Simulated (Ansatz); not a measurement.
Runs of Ansatz 0.2.0 on TiTe2. The structure is trigonal, space group P-3m1 (No. 164). The conventional cell has a = 3.777 Å, b = 3.777 Å, c = 6.498 Å, α = 90.00°, β = 90.00°, γ = 120.00°. Around Te (site symmetry 3m) lie 3 Ti at 2.77 Å. Ti (site symmetry -3m) has 6 Te at 2.77 Å as nearest neighbours. 

```csv
task,level,U,cell,k mesh,cutoff (eV),smearing,hubbard projectors,double counting,gap on the mesh (eV),pressure (GPa),largest force (eV/Å)
single point,PBE,-,as given,8 × 8 × 4,420,gaussian 0.022 eV,-,-,none,0.9,0.01
single point,PBE,-,as given,8 × 8 × 4,500,fermi-dirac 0.05 eV,-,-,none,0.9,0.01
phonons,LDA,-,as given,7 × 7 × 4,420,fermi-dirac 0.05 eV,-,-,none,-,-
relaxation of cell and atoms,PBEsol+D3(BJ),-,relaxed,8 × 8 × 4,420,fermi-dirac 0.05 eV,-,-,-,0.0,-
projected density of states,PBEsol+U,Ti d U = 1 eV,as given,8 × 8 × 4,420,fermi-dirac 0.05 eV,ortho-atomic (the default),fll (the default),none,-1.6,(a)
```

Alike in all rows: potentials or basis Ansatz PAW; no spin polarisation.

Question: Fill in the values left out.

Answer: (a) 0.12.

Caveats: this functional lacks dispersion, which binds the layers, so the pressure and a relaxed spacing across them are unreliable (some runs); the PAW data sets come from PBE, with cores solved anew for the run's functional, which leaves a small shift of forces and pressure (some runs); the plane-wave basis is chosen anew once the cell has moved, so the energies of steps on either side of that aren't comparable (some runs); U without spin polarisation on a metal has little footing (some runs); the U is typed as a test and isn't derived for this compound (some runs).

A k mesh can miss the band edges, and the runs leave out spin-orbit coupling on Te.

A gap of «none» marks a metal or a gap under the smearing width.

Not every run made on this cell is shown here.
